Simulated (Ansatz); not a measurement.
Sn:

```
Sn
1.0
     0.00000    3.23334    3.23334
     3.23334    0.00000    3.23334
     3.23334    3.23334    0.00000
Sn
2
Direct
  0.75000 0.75000 0.75000
  0.50000 0.50000 0.50000
```

This isn't the form of Sn at room conditions, which is tetragonal (white tin).

| Item | Value |
| --- | --- |
| Program | Ansatz 0.2.0 |
| Task | relaxation of cell and atoms |
| Functional | BLYP |
| Potentials or basis | Ansatz PAW |
| Cutoff | 420 eV (not typed: the program's choice for these potentials) |
| k mesh | 7 × 7 × 7 |
| Occupations | fermi-dirac, width 0.05 eV |
| Spin | no spin polarisation |

At the start: volume 33.80 Å³/atom.

How do energy, volume and symmetry change on relaxing?

It ends after 5 steps and the volume is 39.62 Å³/atom (+17.2 %); space group Fd-3m (No. 227, to 0.05 Å).

Step by step:
| step | energy change (eV) | largest force (eV/Å) | volume (Å³) |
| --- | --- | --- | --- |
| 1 | 0.0000 | 0.0000 | 67.61 |
| 2 | -0.1975 | 0.0000 | 77.98 |
| 3 | -0.1991 | 0.0000 | 78.92 |
| 4 | -0.1991 | 0.0000 | 79.25 |
| 5 | -0.2004 | 0.0000 | 79.25 |

Final structure:
```xyz
2
Lattice="0.0000 3.4092 3.4092 3.4092 0.0000 3.4092 3.4092 3.4092 0.0000" Properties=species:S:1:pos:R:3 pbc="T T T"
Sn    5.1137    5.1137    5.1137
Sn    3.4092    3.4092    3.4092
```

Caveat: the volume moved by over 15 % at a fixed basis, so the end points are rough; the plane-wave basis is chosen anew once the cell has moved, so the energies of steps on either side of that aren't comparable; the volume moved by +17 % from the deposited cell, more than functionals usually miss; the PAW data sets come from PBE, with cores solved anew for the run's functional, which leaves a small shift of forces and pressure.
